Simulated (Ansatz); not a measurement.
# TiO2: a stacking-fault curve

The task, for TiO2: slide the crystal rigidly across a (0 0 1) plane.

Program: Ansatz 0.2.0. Level of theory: DFT r2SCAN+U, scalar-relativistic, plane waves, PAW. These are calculated values, not measurements.

2 further runs of the same task are left out: 2 set aside as unsound or not needed. Runs told in other sessions of the task aren't counted.

## Step 1: The starting structure

The structure is tetragonal, space group I4_1/amd (No. 141). The conventional cell has a = 3.797 Å, b = 3.797 Å, c = 9.660 Å, α = 90.00°, β = 90.00°, γ = 90.00°. Ti (site symmetry -4m2) has 6 O at 1.95 to 1.99 Å in its first shell of neighbours. O (site symmetry 2mm) has 3 Ti at 1.95 to 1.99 Å in its first shell of neighbours.

Coordinates:

```cif
data_structure
_symmetry_space_group_name_H-M 'I4_1/amd:1'
_symmetry_Int_Tables_number 141
_cell_length_a 3.7969
_cell_length_b 3.7969
_cell_length_c 9.6602
_cell_angle_alpha 90.000
_cell_angle_beta 90.000
_cell_angle_gamma 90.000
_cell_volume 139.26
loop_
_atom_site_label
_atom_site_type_symbol
_atom_site_symmetry_multiplicity
_atom_site_Wyckoff_symbol
_atom_site_fract_x
_atom_site_fract_y
_atom_site_fract_z
_atom_site_occupancy
Ti1 Ti 4 b 0.00000 0.50000 0.75000 1
O1 O 8 e 0.00000 0.50000 0.95613 1
```

It goes back to an entry of the Materials Project.

It is built from the cell relaxed beforehand with the same method (11.61 Å³/atom).

## Step 2: Zero of energy

The cell is repeated 2 times, 12 atoms in all. Reference values: F = -14572.3620 eV; pressure 0.00 GPa; largest force 0.002 eV/Å; gap on the mesh 3.16 eV. It was computed beforehand with the settings of the runs below.

## Step 3: The scan: a stacking-fault curve

The cut lies on the cell's a–b face, a (0 0 1) plane of area 14.42 Å², between layers 1.57 Å apart (O below, O above); the cell is 9.7 Å thick. Vector c is tilted by f times 0·a + 1·b (length 3.797 Å) with the atoms' Cartesian places fixed: one unrelaxed fault per cell.

## Step 4: At f = 0.200

input.yaml

```yaml
crystal:
  lattice:
    - [-2.6847585539, 2.6847645963, 0.0201584547]
    - [-2.6847585539, -2.6847645963, 0.0201584547]
    - [-0.4645503591, -0.5369529193, 9.6639184945]
  atoms:
    - { symbol: Ti, position: [5.1149e-06, 0.0749948851, 0.875] }
    - { symbol: Ti, position: [0.5000051149, 0.6749948851, 0.375] }
    - { symbol: Ti, position: [0.4999948851, 0.2250051149, 0.125] }
    - { symbol: Ti, position: [0.9999948851, 0.6250051149, 0.625] }
    - { symbol: O, position: [8.694e-07, 0.233779315, 0.0811348886] }
    - { symbol: O, position: [0.5000008694, 0.633779315, 0.5811348886] }
    - { symbol: O, position: [0.4999991306, 0.066220685, 0.9188651114] }
    - { symbol: O, position: [0.9999991306, 0.666220685, 0.4188651114] }
    - { symbol: O, position: [0.4999937073, 0.7162261083, 0.1688651114] }
    - { symbol: O, position: [0.9999937073, 0.1162261083, 0.6688651114] }
    - { symbol: O, position: [6.2927e-06, 0.5837738917, 0.8311348886] }
    - { symbol: O, position: [0.5000062927, 0.1837738917, 0.3311348886] }
basis:
  ecutwfc: 500
kpoints:
  mp_grid: { grid: [6, 6, 3] }
hamiltonian:
  xc: r2scan
  hubbard: { sites: [{ species: Ti, l: d, u_eff: 4.0 }] }
scf:
  occupations: { method: gaussian, width: 0.05 }
output:
  forces: true
  stress: true
  eigenvalues: true
```

The run is started by

```bash
> ansatz run input.yaml --threads 2 --pin off --max-ram 5120MiB --backend cpu --events-out ev --progress --plain --runs-dir out
```

## Step 5: At f = 0.400

input.yaml

```yaml
crystal:
  lattice:
    - [-2.6847585539, 2.6847645963, 0.0201584547]
    - [-2.6847585539, -2.6847645963, 0.0201584547]
    - [-1.0015020699, -1.0739058385, 9.6679501855]
  atoms:
    - { symbol: Ti, position: [5.1149e-06, -0.1000051149, 0.875] }
    - { symbol: Ti, position: [0.5000051149, 0.5999948851, 0.375] }
    - { symbol: Ti, position: [0.4999948851, 0.2000051149, 0.125] }
    - { symbol: Ti, position: [0.9999948851, 0.5000051149, 0.625] }
    - { symbol: O, position: [8.694e-07, 0.2175523373, 0.0811348886] }
    - { symbol: O, position: [0.5000008694, 0.5175523373, 0.5811348886] }
    - { symbol: O, position: [0.4999991306, -0.1175523373, 0.9188651114] }
    - { symbol: O, position: [0.9999991306, 0.5824476627, 0.4188651114] }
    - { symbol: O, position: [0.4999937073, 0.682453086, 0.1688651114] }
    - { symbol: O, position: [0.9999937073, -0.017546914, 0.6688651114] }
    - { symbol: O, position: [6.2927e-06, 0.417546914, 0.8311348886] }
    - { symbol: O, position: [0.5000062927, 0.117546914, 0.3311348886] }
basis:
  ecutwfc: 500
kpoints:
  mp_grid: { grid: [6, 6, 3] }
hamiltonian:
  xc: r2scan
  hubbard: { sites: [{ species: Ti, l: d, u_eff: 4.0 }] }
scf:
  occupations: { method: gaussian, width: 0.05 }
output:
  forces: true
  stress: true
  eigenvalues: true
```

## Step 6: At f = 0.100

input.yaml

```yaml
crystal:
  lattice:
    - [-2.6847585539, 2.6847645963, 0.0201584547]
    - [-2.6847585539, -2.6847645963, 0.0201584547]
    - [-0.1960745037, -0.2684764596, 9.6619026491]
  atoms:
    - { symbol: Ti, position: [5.1149e-06, 0.1624948851, 0.875] }
    - { symbol: Ti, position: [0.5000051149, 0.7124948851, 0.375] }
    - { symbol: Ti, position: [0.4999948851, 0.2375051149, 0.125] }
    - { symbol: Ti, position: [0.9999948851, 0.6875051149, 0.625] }
    - { symbol: O, position: [8.694e-07, 0.2418928038, 0.0811348886] }
    - { symbol: O, position: [0.5000008694, 0.6918928038, 0.5811348886] }
    - { symbol: O, position: [0.4999991306, 0.1581071962, 0.9188651114] }
    - { symbol: O, position: [0.9999991306, 0.7081071962, 0.4188651114] }
    - { symbol: O, position: [0.4999937073, 0.7331126195, 0.1688651114] }
    - { symbol: O, position: [0.9999937073, 0.1831126195, 0.6688651114] }
    - { symbol: O, position: [6.2927e-06, 0.6668873805, 0.8311348886] }
    - { symbol: O, position: [0.5000062927, 0.2168873805, 0.3311348886] }
basis:
  ecutwfc: 500
kpoints:
  mp_grid: { grid: [6, 6, 3] }
hamiltonian:
  xc: r2scan
  hubbard: { sites: [{ species: Ti, l: d, u_eff: 4.0 }] }
scf:
  occupations: { method: gaussian, width: 0.05 }
output:
  forces: true
  stress: true
  eigenvalues: true
```

## Step 7: Point f = 0.300

input.yaml

```yaml
crystal:
  lattice:
    - [-2.6847585539, 2.6847645963, 0.0201584547]
    - [-2.6847585539, -2.6847645963, 0.0201584547]
    - [-0.7330262145, -0.8054293789, 9.66593434]
  atoms:
    - { symbol: Ti, position: [5.1149e-06, -0.0125051149, 0.875] }
    - { symbol: Ti, position: [0.5000051149, 0.6374948851, 0.375] }
    - { symbol: Ti, position: [0.4999948851, 0.2125051149, 0.125] }
    - { symbol: Ti, position: [0.9999948851, 0.5625051149, 0.625] }
    - { symbol: O, position: [8.694e-07, 0.2256658261, 0.0811348886] }
    - { symbol: O, position: [0.5000008694, 0.5756658261, 0.5811348886] }
    - { symbol: O, position: [0.4999991306, -0.0256658261, 0.9188651114] }
    - { symbol: O, position: [0.9999991306, 0.6243341739, 0.4188651114] }
    - { symbol: O, position: [0.4999937073, 0.6993395972, 0.1688651114] }
    - { symbol: O, position: [0.9999937073, 0.0493395972, 0.6688651114] }
    - { symbol: O, position: [6.2927e-06, 0.5006604028, 0.8311348886] }
    - { symbol: O, position: [0.5000062927, 0.1506604028, 0.3311348886] }
basis:
  ecutwfc: 500
kpoints:
  mp_grid: { grid: [6, 6, 3] }
hamiltonian:
  xc: r2scan
  hubbard: { sites: [{ species: Ti, l: d, u_eff: 4.0 }] }
scf:
  occupations: { method: gaussian, width: 0.05 }
output:
  forces: true
  stress: true
  eigenvalues: true
```

(Steps that only read results are left out.)

Q: Predict the outcome of this session. Wanted: largest shear traction sampled.

The runs gave:

| quantity | value |
| --- | --- |
| highest fault energy sampled | 1688 mJ/m² at f = 0.400 |
| largest shear traction sampled | 18.3 GPa |

In words: Of the points run, the one at f = 0.400 is highest, 1688 mJ/m². The values are for rigid blocks: relaxation normal to the plane would bring them down. The gap on the mesh stays between 2.85 and 3.16 eV.
